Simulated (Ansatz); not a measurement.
# Nickel, fcc under m-r²SCAN: from relaxation to bulk modulus

The plan for nickel in the fcc structure: relax it, solve it on a dense k-mesh, then scale the cell to 7 volumes from 88 to 112 % of the relaxed one and try a fit of the equation of state. The start is ferromagnetic. The k-meshes are 15×15×15 for the relaxation; 25×25×25 for the dense run; 25×25×25 for the volumes. It starts from a deposited cell (COD).

Program: Ansatz 0.2.0. Level of theory: DFT m-r2SCAN, plane waves (500 eV) with PAW, scalar-relativistic; the PAW data stem from PBE, with regenerated cores; m-r²SCAN is r²SCAN on the gauge-invariant kinetic-energy density. These are calculated values, not measurements.

## (1) The structure to begin with

It takes space group Fm-3m (No. 225, cubic). The conventional cell has a = 3.524 Å, b = 3.524 Å, c = 3.524 Å, α = 90.00°, β = 90.00°, γ = 90.00°. Ni (site symmetry m-3m) has 12 Ni at 2.49 Å as nearest neighbours.

As a file:

```
Ni
1.0
     0.00000    1.76194    1.76194
     1.76194    0.00000    1.76194
     1.76194    1.76194    0.00000
Ni
1
Cartesian
  0.0000 0.0000 0.0000
```

Starting moments (μB): +0.8.

## (2) Relaxation of the cell

input.yaml

```yaml
crystal:
  lattice:
    - [0.0, 1.76194, 1.76194]
    - [1.76194, 0.0, 1.76194]
    - [1.76194, 1.76194, 0.0]
  atoms:
    - { symbol: Ni, position: [0.0, 0.0, 0.0], spin: 0.8 }
hamiltonian:
  xc: mr2scan
  pseudopotentials:
    kind: paw
    azcp:
      Ni: "pseudopotentials/Ni.paw.azcp"
basis:
  ecutwfc: 500
  fft_grid_basis: typed
kpoints:
  mp_grid: { grid: [15, 15, 15], shift: [0, 0, 0] }
magnetization:
  spin_polarized: true
scf:
  occupations: { method: fermi_dirac, width: 0.05 }
relax:
  max_steps: 60
  f_tol: 0.01
  cell: {}
```

The log of the run:

```text
Engine: ansatz 0.2.0, x86_64-unknown-linux-gnu
Pseudopotentials: kind: paw
Pseudopotential: Ni, paw, valence charge 18, recommended cutoff 500 eV (meta_gga), <dir>
Functional definition: m-r2SCAN
  exchange = m_r2scan_x
  correlation = m_r2scan_c
Crystal: 1 atoms, lattice volume = 10.940 Å³
Basis set: ecut = 500 eV, 283 PW (Γ), exchange–correlation on 80×80×80 points (64 copies of the dense FFT grid, shifted against one another)
Bands: 14, of which v1, the nominal top of the filled ones, is band 9 counted from 1 (8 counted from 0)
Symmetry: 48 space group operations
Space group: Fm-3m (ITA 225), of the structure as read, at distance tolerance 2.2e-5 Å
Magnetic group: BNS 225.116 (UNI 1618), of the structure as read, at distance tolerance 2.2e-5 Å
k-points: 120 of 3375
Non-local potential: Ni, projectors of the file, l = 0: 3, l = 1: 2, l = 2: 3, l = 3: 1
PAW form: soft (Blöchl's): semilocal exchange-correlation on the pseudo side does not see the compensation charge
PAW frozen core: Ni, regenerated for the run's functional (the file was generated under x = pbe(κ = 0.804, μ = 0.2195149727645171), c = pbe(β = 0.06672455060314922))
PAW one-centre angular grid: Ni, 590 points (default); XC on 160 Gauss nodes
Initial density: superposition of atomic densities (chi_scale 0.1, normalization cell)
Starting moments: Σ|m| = 0.8 μB on 1 of 1 site
Initial wavefunctions: pseudopotential atomic-orbital guess
Functional: x = mr2scan, c = mr2scan; τ floored in thin density (d = 2e-4 eV/Å³)
iter 1 solved again at ethr=1.91e-3 eV; its pass at ethr=3.10e-3 eV (dr2=3.44e-1 eV) is discarded
SCF iter   1: F=—  HF=-5844.339509 eV  |F-HF|=—  |Δ(HF+E_count)|=         —  Δρ=4.36e-2 (↑1.27e-2 ↓4.36e-2)  dr2=1.97e-1  dr2_τ=4.60e-3  dr2_m=2.95e-2  M=0.760 μB ∫|m|=0.801 μB  β_m=1.00  ethr=1.91e-3  ⟨swp⟩=3.4  Hψ=26015  notcnv=0
Mixer restart at iter 1: flushing history
preconditioner: auto → none  [metal: Δε(μ)=0.007 eV  Ē_g=16.757 eV  σ=0.050 eV  W_gap=0.04  n_scr=0 (ndim 8)  ℏωp=35.5 eV  f_vac=0.000  D(μ)=1.71/eV (n_scr^D=26)]
SCF iter   2: F=—  HF=-5844.318937 eV  |F-HF|=—  |Δ(HF+E_count)|=         —  Δρ=2.19e-2 (↑2.02e-2 ↓2.19e-2)  dr2=7.52e-2  dr2_τ=4.96e-4  dr2_m=6.22e-4  M=0.724 μB ∫|m|=0.807 μB  β_m=1.00  ethr=1.10e-3  ⟨swp⟩=4.2  Hψ=7768  notcnv=0  defer=9
Mixer restart at iter 2: flushing history
SCF iter   3: F=—  HF=-5844.699107 eV  |F-HF|=—  |Δ(HF+E_count)|=   3.80e-1  Δρ=1.11e-2 (↑8.90e-3 ↓1.11e-2)  dr2=1.36e-2  dr2_τ=2.98e-4  dr2_m=1.85e-4  M=0.708 μB ∫|m|=0.806 μB  β_m=1.00  ethr=4.18e-4  ⟨swp⟩=3.7  Hψ=7777  notcnv=0  defer=87  κ⁻¹=1.0e0(r=1)
SCF iter   4: F=—  HF=-5845.008358 eV  |F-HF|=—  |Δ(HF+E_count)|=   3.09e-1  Δρ=1.35e-2 (↑8.88e-3 ↓1.35e-2)  dr2=2.92e-2  dr2_τ=6.24e-5  dr2_m=6.00e-4  M=0.686 μB ∫|m|=0.789 μB  β_m=1.00  ethr=7.54e-5  ⟨swp⟩=3.1  Hψ=7059  notcnv=0  defer=87  κ⁻¹=7.3e-2(r=2)
SCF iter   5: F=—  HF=-5845.076926 eV  |F-HF|=—  |Δ(HF+E_count)|=   6.86e-2  Δρ=1.18e-2 (↑7.63e-3 ↓1.18e-2)  dr2=2.36e-2  dr2_τ=4.15e-5  dr2_m=4.87e-4  M=0.681 μB ∫|m|=0.785 μB  β_m=1.00  ethr=7.54e-5  ⟨swp⟩=2.2  Hψ=4610  notcnv=0  defer=88  κ⁻¹=9.7e-4(r=3)
SCF iter   6: F=—  HF=-5845.179297 eV  |F-HF|=—  |Δ(HF+E_count)|=   1.02e-1  Δρ=7.13e-3 (↑3.91e-3 ↓7.13e-3)  dr2=8.22e-3  dr2_τ=8.64e-6  dr2_m=2.94e-4  M=0.670 μB ∫|m|=0.768 μB  β_m=1.00  ethr=7.54e-5  ⟨swp⟩=2.4  Hψ=5868  notcnv=0  defer=88  κ⁻¹=3.7e-4(r=4)
SCF iter   7: F=—  HF=-5845.213395 eV  |F-HF|=—  |Δ(HF+E_count)|=   3.41e-2  Δρ=1.69e-3 (↑9.20e-4 ↓1.69e-3)  dr2=4.63e-4  dr2_τ=4.97e-7  dr2_m=2.69e-5  M=0.658 μB ∫|m|=0.753 μB  β_m=1.00  ethr=4.57e-5  ⟨swp⟩=2.3  Hψ=6194  notcnv=0  defer=89  κ⁻¹=2.1e-4(r=5)
SCF iter   8: F=—  HF=-5845.216070 eV  |F-HF|=—  |Δ(HF+E_count)|=   2.68e-3  Δρ=1.94e-4 (↑1.71e-4 ↓1.94e-4)  dr2=4.59e-7  dr2_τ=5.29e-8  dr2_m=2.92e-6  M=0.654 μB ∫|m|=0.751 μB  β_m=1.00  ethr=2.57e-6  ⟨swp⟩=2.6  Hψ=6259  notcnv=0  defer=89  κ⁻¹=4.2e-5(r=6)
SCF iter   9: F=—  HF=-5845.216291 eV  |F-HF|=—  |Δ(HF+E_count)|=   2.21e-4  Δρ=9.02e-5 (↑3.95e-5 ↓9.02e-5)  dr2=3.03e-7  dr2_τ=2.08e-8  dr2_m=1.15e-7  M=0.653 μB ∫|m|=0.751 μB  β_m=1.00  ethr=2.55e-9  ⟨swp⟩=3.1  Hψ=7247  notcnv=0  defer=90  κ⁻¹=4.9e-6(r=7)
SCF iter  10: F=—  HF=-5845.216305 eV  |F-HF|=—  |Δ(HF+E_count)|=   1.36e-5  Δρ=1.28e-4 (↑3.01e-5 ↓1.28e-4)  dr2=1.44e-6  dr2_τ=5.44e-9  dr2_m=3.28e-7  M=0.653 μB ∫|m|=0.751 μB  β_m=1.00  ethr=1.68e-9  ⟨swp⟩=2.0  Hψ=5567  notcnv=0  defer=90  κ⁻¹=1.7e-7(r=8)
SCF iter  11: F=—  HF=-5845.216371 eV  |F-HF|=—  |Δ(HF+E_count)|=   6.60e-5  Δρ=1.25e-4 (↑2.39e-5 ↓1.25e-4)  dr2=1.28e-6  dr2_τ=2.84e-9  dr2_m=3.10e-7  M=0.652 μB ∫|m|=0.750 μB  β_m=1.00  ethr=1.68e-9  ⟨swp⟩=2.8  Hψ=6510  notcnv=0  defer=90  κ⁻¹=1.3e-7(r=8)
SCF iter  12: F=—  HF=-5845.216383 eV  |F-HF|=—  |Δ(HF+E_count)|=   1.26e-5  Δρ=2.87e-5 (↑2.19e-5 ↓2.87e-5)  dr2=1.37e-7  dr2_τ=2.17e-10  dr2_m=1.28e-9  M=0.652 μB ∫|m|=0.750 μB  β_m=1.00  ethr=1.68e-9  ⟨swp⟩=2.3  Hψ=5846  notcnv=0  defer=90  κ⁻¹=5.8e-8(r=8)
SCF iter  13: F=—  HF=-5845.216383 eV  |F-HF|=—  |Δ(HF+E_count)|=   7.35e-7  Δρ=1.11e-5 (↑1.03e-5 ↓1.11e-5)  dr2=6.56e-9  dr2_τ=2.09e-10  dr2_m=9.11e-10  M=0.651 μB ∫|m|=0.750 μB  β_m=1.00  ethr=7.60e-10  ⟨swp⟩=2.2  Hψ=5554  notcnv=0  defer=90  κ⁻¹=3.6e-8(r=8)
SCF iter  14: F=—  HF=-5845.216383 eV  |F-HF|=—  |Δ(HF+E_count)|=   7.58e-7  Δρ=1.65e-5 (↑9.78e-6 ↓1.65e-5)  dr2=3.32e-9  dr2_τ=9.58e-11  dr2_m=1.72e-8  M=0.651 μB ∫|m|=0.750 μB  β_m=1.00  ethr=3.64e-11  ⟨swp⟩=3.0  Hψ=6580  notcnv=0  defer=90  κ⁻¹=1.5e-8(r=8)
SCF iter  15: F=-5845.216384 eV  HF=-5845.216383 eV  |F-HF|=1.42e-10  |Δ(HF+E_count)|=   1.03e-8  Δρ=3.23e-6 (↑3.23e-6 ↓6.93e-7)  dr2=5.09e-10  dr2_τ=4.33e-12  dr2_m=2.76e-10  M=0.652 μB ∫|m|=0.750 μB  ethr=1.84e-11  ⟨swp⟩=2.1  Hψ=11472  notcnv=0
SCF 1 converged in 15 iterations: F = -5845.216384 eV  dr2 = 5.09e-10
relax step   1: F+E_penalty+E_count = -5845.21638350 eV  Δ(F+E_penalty+E_count) = +0.000e0 eV  max|allowed force component| = 0.000e0 eV/Å  Δτ_max = 0.0000 Å  P = -9.054 GPa  Ω = 10.940 Å³  (15 SCF iters, dr2 threshold 1.00e-7 eV, accepted)
[... 19 lines left out ...]
relax step   2: F+E_penalty+E_count = -5845.22734897 eV  Δ(F+E_penalty+E_count) = -1.097e-2 eV  max|allowed force component| = 0.000e0 eV/Å  Δτ_max = 0.0000 Å  P = -4.614 GPa  Ω = 10.691 Å³  energy of the carried Pulay correction = +2.812e-4 eV  (11 SCF iters, dr2 threshold 1.00e-7 eV, accepted)
[... 17 lines left out ...]
relax step   3: F+E_penalty+E_count = -5845.23093777 eV  Δ(F+E_penalty+E_count) = -3.589e-3 eV  max|allowed force component| = 0.000e0 eV/Å  Δτ_max = 0.0000 Å  P = +0.437 GPa  Ω = 10.444 Å³  energy of the carried Pulay correction = +5.665e-4 eV  (12 SCF iters, dr2 threshold 1.00e-7 eV, accepted)
[... 15 lines left out ...]
relax step   4: F+E_penalty+E_count = -5845.23094072 eV  Δ(F+E_penalty+E_count) = -2.949e-6 eV  max|allowed force component| = 0.000e0 eV/Å  Δτ_max = 0.0000 Å  P = -0.015 GPa  Ω = 10.465 Å³  energy of the carried Pulay correction = +5.421e-4 eV  (9 SCF iters, dr2 threshold 1.00e-7 eV, accepted)
[... 19 lines left out ...]
relax step   5: F+E_penalty+E_count = -5845.23048496 eV  Δ(F+E_penalty+E_count) = +4.558e-4 eV  max|allowed force component| = 0.000e0 eV/Å  Δτ_max = 0.0000 Å  P = -0.072 GPa  Ω = 10.465 Å³  stress off target by 7.19e-2 GPa  SCF on the basis re-selected at this cell (its energy is not comparable with the rows above)  (14 SCF iters)
[... 13 lines left out ...]
relax step   6: F+E_penalty+E_count = -5845.23048948 eV  Δ(F+E_penalty+E_count) = -4.529e-6 eV  max|allowed force component| = 0.000e0 eV/Å  Δτ_max = 0.0000 Å  P = +0.001 GPa  Ω = 10.462 Å³  energy of the carried Pulay correction = +3.788e-6 eV  (8 SCF iters, dr2 threshold 1.29e-8 eV, accepted)
[... 16 lines left out ...]
relax step   7: F+E_penalty+E_count = -5845.23048358 eV  Δ(F+E_penalty+E_count) = +5.901e-6 eV  max|allowed force component| = 0.000e0 eV/Å  Δτ_max = 0.0000 Å  P = -0.000 GPa  Ω = 10.462 Å³  stress off target by 4.02e-5 GPa  SCF on the basis re-selected at this cell (its energy is not comparable with the rows above)  (13 SCF iters)
basis re-selected at this cell: Δ(F+E_penalty+E_count) = +5.901e-6 eV, ΔP = -0.001 GPa vs the last step (what re-selecting the basis moved, of the pressure what is left beyond the Pulay correction that the steps carried, after the strain that the cell walked since its last selection, with what the two solves' SCF thresholds leave and, on support functions, any second-order correction that the steps lacked; it is no measure of the basis error at this ecutwfc). This SCF's stress stands 4.02e-5 GPa from its target on what of the cell is left free (relax.cell.stress_tol is 5.00e-2 GPa) and its largest allowed force component is 0.00e0 eV/Å (relax.f_tol is 1.00e-2 eV/Å): within both
SCF converged after 13 iterations
Stability not checked: this state was not tested for a lower state beside it, because the mixer in use, unlike msr1, does not test its closes by its own steps (another_mixer; see scf.mixing.algorithm and scf.lower_state_search)
Magnetization: 0.6431 μB (9.3215 up, 8.6785 down)
Absolute magnetization: 0.7356 μB (∫|ρ↑−ρ↓|, with the PAW one-centre terms)
Spin contamination: 0.0075 ħ² per cell (⟨S²⟩ above its minimum at these occupations)
Per-site moments (μB) at R_I (Å): [(0.6822439915823785, 1.0126680486736859)]
Free energy (F): -5845.230484 eV
Harris-Foulkes:  -5845.230484 eV  (|F-HF|=0.00e0)
Internal energy: -5845.218894 eV  (E = F + TS)
E sigma→0 (E₀):  -5845.224689 eV
Entropy (-TS):   -0.011589 eV (-11.589 meV/atom)
Fermi energy:    18.839205 eV
--- Per-component energies (eV) ---
  E_band       = -294.956397
  E_kinetic    = 282.665660
  E_local      = -3379.680396  (includes V_loc(G=0)·N_el)
  E_nonlocal   = 640.540228
  E_hartree    = 1415.405500
  E_xc         = -78.967750
  E_vxc        = -117.206135  (∫ρ·V_xc dr)
  E_paw        = -1644.284963  (= ΣΔE_a)
  E_vpaw       = -560.757665  (= ΣTr[D̂ρ^β])
  E_aug_tail   = 0.000242  (compensation charges beyond the density's cutoff)
  E_vtau       = 8.670764  (kinetic-family band-sum trace: ∫τ·v_τ [+ j·A + Jᵃ·Aᵃ] dr)
  E_ewald      = -3080.597349
  E_core_change = -0.300069  (= ΣΔE_core)
  E_smearing   = -0.011589  (= −TS)
  E_closure    = -0.000000  (closes the sum)
  Σ components = -5845.230484   (vs F -5845.230484, Δ=0.00e0)
--- Forces (eV/Å), atoms counted from 1 ---
  atom   1  Ni     0.00000000     0.00000000    -0.00000000
  max |Σ_I F_I| component: 3.29e-32 eV/Å
--- Stress (GPa, compression-positive) ---
       -0.000040      -0.000000       0.000000
       -0.000000      -0.000040      -0.000000
        0.000000       0.000000      -0.000040
  P = ⅓ Tr σ = -0.0000 GPa (-0.000 kbar)
--- Relaxed structure (5 steps of the walk, 5 accepted, 2 SCFs on fresh bases) ---
  F+E_penalty+E_count = -5845.23048358 eV   max|allowed force component| = 0.000e0 eV/Å   (the final SCF, on the basis selected at the relaxed cell)
  cell:  # Å, volume = 10.4620 Å³
    - [-3.463260678608724e-35, 1.735913804383302, 1.735913804383302]
    - [1.735913804383302, -1.7176976814019116e-34, 1.735913804383302]
    - [1.735913804383302, 1.735913804383302, -6.030850492060011e-35]
  atoms:
    - { symbol: Ni, position: [0.0, 0.0, 0.0] }
```

Wall time 66 s (1 thread of an x86-64 CPU, shared host); peak memory 0.49 GiB.

Relaxation path:

```tsv
step	energy change (meV/atom)	largest force (eV/Å)	pressure (GPa)	volume (Å³/atom)
1	0.00	0.0000	-9.05	10.940
2	-10.97	0.0000	-4.61	10.691
3	-14.55	0.0000	0.44	10.444
4	-14.56	0.0000	-0.01	10.465
5	-14.10	0.0000	-0.07	10.465
6	-14.11	0.0000	0.00	10.462
7	-14.10	0.0000	0.00	10.462
```

Steps that repeat a cell are solved on a basis chosen anew, so their changes of energy are no gain of the relaxation.

The cell of the run, before and after:

|  | before | after | change |
| --- | --- | --- | --- |
| a (Å) | 2.492 | 2.455 | -1.5 % |
| b (Å) | 2.492 | 2.455 | -1.5 % |
| c (Å) | 2.492 | 2.455 | -1.5 % |
| volume (Å³/atom) | 10.940 | 10.462 | -4.4 % |
| shortest distance (Å) | 2.492 | 2.455 | -1.5 % |
| space group (spins left aside) | Fm-3m | Fm-3m | same |

## (3) Dense single point

input.yaml

```yaml
crystal:
  lattice:
    - [0.0, 1.7359138044, 1.7359138044]
    - [1.7359138044, 0.0, 1.7359138044]
    - [1.7359138044, 1.7359138044, 0.0]
  atoms:
    - { symbol: Ni, position: [0.0, 0.0, 0.0], spin: 0.682 }
hamiltonian:
  xc: mr2scan
  pseudopotentials:
    kind: paw
    azcp:
      Ni: "pseudopotentials/Ni.paw.azcp"
basis:
  ecutwfc: 500
  fft_grid_basis: typed
kpoints:
  mp_grid: { grid: [25, 25, 25], shift: [0, 0, 0] }
magnetization:
  spin_polarized: true
scf:
  occupations: { method: fermi_dirac, width: 0.05 }
```

The log of the run (excerpt; [...] marks lines left out):

```text
[...]
[... 3 set-up lines as earlier in the session ...]
[...]
Crystal: 1 atoms, lattice volume = 10.462 Å³
Basis set: ecut = 500 eV, 283 PW (Γ), exchange–correlation on 72×72×72 points (64 copies of the dense FFT grid, shifted against one another)
Bands: 14, of which v1, the nominal top of the filled ones, is band 9 counted from 1 (8 counted from 0)
[... 2 set-up lines as earlier in the session ...]
Magnetic group: BNS 225.116 (UNI 1618), of the structure as read, at distance tolerance 2.2e-5 Å
k-points: 455 of 15625
[...]
Starting moments: Σ|m| = 0.682 μB on 1 of 1 site
[...]
SCF iter   1: F=—  HF=-5844.313515 eV  |F-HF|=—  |Δ(HF+E_count)|=         —  Δρ=5.80e-2 (↑1.20e-2 ↓5.80e-2)  dr2=2.81e-1  dr2_τ=5.36e-3  dr2_m=6.33e-2  M=0.715 μB ∫|m|=0.745 μB  β_m=1.00  ethr=2.58e-3  ⟨swp⟩=3.4  Hψ=99117  notcnv=0
[...]
SCF iter  15: F=-5845.229388 eV  HF=-5845.229388 eV  |F-HF|=1.57e-8  |Δ(HF+E_count)|=   7.49e-8  Δρ=1.25e-5 (↑6.47e-6 ↓1.25e-5)  dr2=2.19e-8  dr2_τ=2.19e-11  dr2_m=1.00e-9  M=0.621 μB ∫|m|=0.711 μB  ethr=1.35e-11  ⟨swp⟩=1.7  Hψ=38925  notcnv=0
[...]
this state was not tested for a lower state beside it, because the mixer in use, unlike msr1, does not test its closes by its own steps (another_mixer; see scf.mixing.algorithm and scf.lower_state_search)
SCF converged after 15 iterations
Magnetization: 0.6207 μB (9.3103 up, 8.6897 down)
Absolute magnetization: 0.7123 μB (∫|ρ↑−ρ↓|, with the PAW one-centre terms)
Spin contamination: 0.0072 ħ² per cell (⟨S²⟩ above its minimum at these occupations)
Per-site moments (μB) at R_I (Å): [(0.6593489531262446, 1.012668048683427)]
Free energy (F): -5845.229388 eV
[...]
E sigma→0 (E₀):  -5845.223313 eV
Entropy (-TS):   -0.012150 eV (-12.150 meV/atom)
Fermi energy:    18.841719 eV
[...]
```

It took 48 s on 1 thread of an x86-64 CPU, shared host; peak memory 0.58 GiB.

## (4) Volume × 0.88

input.yaml

```yaml
crystal:
  lattice:
    - [0.0, 1.6634983745, 1.6634983745]
    - [1.6634983745, 0.0, 1.6634983745]
    - [1.6634983745, 1.6634983745, 0.0]
  atoms:
    - { symbol: Ni, position: [0.0, 0.0, 0.0], spin: 0.659 }
hamiltonian:
  xc: mr2scan
  pseudopotentials:
    kind: paw
    azcp:
      Ni: "pseudopotentials/Ni.paw.azcp"
basis:
  ecutwfc: 500
  fft_grid_basis: typed
kpoints:
  mp_grid: { grid: [25, 25, 25], shift: [0, 0, 0] }
magnetization:
  spin_polarized: true
scf:
  occupations: { method: fermi_dirac, width: 0.05 }
output:
  stress: true
```

The log of the run (excerpt; [...] marks lines left out):

```text
[...]
[... 3 set-up lines as earlier in the session ...]
[...]
Crystal: 1 atoms, lattice volume = 9.207 Å³
Basis set: ecut = 500 eV, 259 PW (Γ), exchange–correlation on 72×72×72 points (64 copies of the dense FFT grid, shifted against one another)
Bands: 14, of which v1, the nominal top of the filled ones, is band 9 counted from 1 (8 counted from 0)
[... 1 set-up line as earlier in the session ...]
Space group: Fm-3m (ITA 225), of the structure as read, at distance tolerance 2.1e-5 Å
Magnetic group: BNS 225.116 (UNI 1618), of the structure as read, at distance tolerance 2.1e-5 Å
k-points: 455 of 15625
[...]
Starting moments: Σ|m| = 0.659 μB on 1 of 1 site
[...]
this state was not tested for a lower state beside it, because the mixer in use, unlike msr1, does not test its closes by its own steps (another_mixer; see scf.mixing.algorithm and scf.lower_state_search)
SCF converged after 16 iterations
Magnetization: 0.5977 μB (9.2988 up, 8.7012 down)
Absolute magnetization: 0.6704 μB (∫|ρ↑−ρ↓|, with the PAW one-centre terms)
Spin contamination: 0.0050 ħ² per cell (⟨S²⟩ above its minimum at these occupations)
Per-site moments (μB) at R_I (Å): [(0.6294333922869116, 0.970423559408943)]
Free energy (F): -5845.094703 eV
[...]
E sigma→0 (E₀):  -5845.089323 eV
Entropy (-TS):   -0.010761 eV (-10.761 meV/atom)
Fermi energy:    22.061684 eV
[...]
--- Stress (GPa, compression-positive) ---
       39.151666      -0.000000       0.000000
        0.000000      39.151666       0.000000
       -0.000000       0.000000      39.151666
  P = ⅓ Tr σ = 39.1517 GPa (391.517 kbar)
```

Run time: 57 s. Hardware: 1 thread of an x86-64 CPU, shared host; peak memory 0.57 GiB.

## (5) Volume × 0.92

input.yaml, as its differences from that of step 4:

```diff
@@ -2,5 +2,5 @@
   lattice:
-    - [0.0, 1.6634983745, 1.6634983745]
-    - [1.6634983745, 0.0, 1.6634983745]
-    - [1.6634983745, 1.6634983745, 0.0]
+    - [0.0, 1.6883303694, 1.6883303694]
+    - [1.6883303694, 0.0, 1.6883303694]
+    - [1.6883303694, 1.6883303694, 0.0]
   atoms:
```

The log of the run (excerpt; [...] marks lines left out):

```text
[...]
[... 3 set-up lines as earlier in the session ...]
[...]
Crystal: 1 atoms, lattice volume = 9.625 Å³
Basis set: ecut = 500 eV, 259 PW (Γ), exchange–correlation on 72×72×72 points (64 copies of the dense FFT grid, shifted against one another)
Bands: 14, of which v1, the nominal top of the filled ones, is band 9 counted from 1 (8 counted from 0)
[... 2 set-up lines as earlier in the session ...]
Magnetic group: BNS 225.116 (UNI 1618), of the structure as read, at distance tolerance 2.1e-5 Å
k-points: 455 of 15625
[...]
Starting moments: Σ|m| = 0.659 μB on 1 of 1 site
[...]
this state was not tested for a lower state beside it, because the mixer in use, unlike msr1, does not test its closes by its own steps (another_mixer; see scf.mixing.algorithm and scf.lower_state_search)
SCF converged after 15 iterations
Magnetization: 0.6060 μB (9.3030 up, 8.6970 down)
Absolute magnetization: 0.6849 μB (∫|ρ↑−ρ↓|, with the PAW one-centre terms)
Spin contamination: 0.0057 ħ² per cell (⟨S²⟩ above its minimum at these occupations)
Per-site moments (μB) at R_I (Å): [(0.6400875621539691, 0.9849096287958913)]
Free energy (F): -5845.174853 eV
[...]
E sigma→0 (E₀):  -5845.169289 eV
Entropy (-TS):   -0.011128 eV (-11.128 meV/atom)
Fermi energy:    20.893824 eV
[...]
--- Stress (GPa, compression-positive) ---
       22.859653      -0.000000      -0.000000
        0.000000      22.859653      -0.000000
        0.000000      -0.000000      22.859653
  P = ⅓ Tr σ = 22.8597 GPa (228.597 kbar)
```

It took 50 s on 1 thread of an x86-64 CPU, shared host; peak memory 0.58 GiB.

## (6) Volume × 0.96

input.yaml, as its differences from that of step 5:

```diff
@@ -2,5 +2,5 @@
   lattice:
-    - [0.0, 1.6883303694, 1.6883303694]
-    - [1.6883303694, 0.0, 1.6883303694]
-    - [1.6883303694, 1.6883303694, 0.0]
+    - [0.0, 1.7124526337, 1.7124526337]
+    - [1.7124526337, 0.0, 1.7124526337]
+    - [1.7124526337, 1.7124526337, 0.0]
   atoms:
```

The log of the run (excerpt; [...] marks lines left out):

```text
[...]
[... 3 set-up lines as earlier in the session ...]
[...]
Crystal: 1 atoms, lattice volume = 10.044 Å³
Basis set: ecut = 500 eV, 259 PW (Γ), exchange–correlation on 72×72×72 points (64 copies of the dense FFT grid, shifted against one another)
Bands: 14, of which v1, the nominal top of the filled ones, is band 9 counted from 1 (8 counted from 0)
[... 2 set-up lines as earlier in the session ...]
Magnetic group: BNS 225.116 (UNI 1618), of the structure as read, at distance tolerance 2.2e-5 Å
k-points: 455 of 15625
[...]
Starting moments: Σ|m| = 0.659 μB on 1 of 1 site
[...]
this state was not tested for a lower state beside it, because the mixer in use, unlike msr1, does not test its closes by its own steps (another_mixer; see scf.mixing.algorithm and scf.lower_state_search)
SCF converged after 15 iterations
Magnetization: 0.6133 μB (9.3067 up, 8.6933 down)
Absolute magnetization: 0.6985 μB (∫|ρ↑−ρ↓|, with the PAW one-centre terms)
Spin contamination: 0.0064 ħ² per cell (⟨S²⟩ above its minimum at these occupations)
Per-site moments (μB) at R_I (Å): [(0.6496991748852089, 0.998981667543777)]
Free energy (F): -5845.217092 eV
[...]
E sigma→0 (E₀):  -5845.211286 eV
Entropy (-TS):   -0.011611 eV (-11.611 meV/atom)
Fermi energy:    19.824370 eV
[...]
--- Stress (GPa, compression-positive) ---
        9.990447       0.000000       0.000000
        0.000000       9.990447      -0.000000
       -0.000000       0.000000       9.990447
  P = ⅓ Tr σ = 9.9904 GPa (99.904 kbar)
```

Run time: 53 s. Hardware: 1 thread of an x86-64 CPU, shared host; peak memory 0.58 GiB.

[end of part 1 of 2]
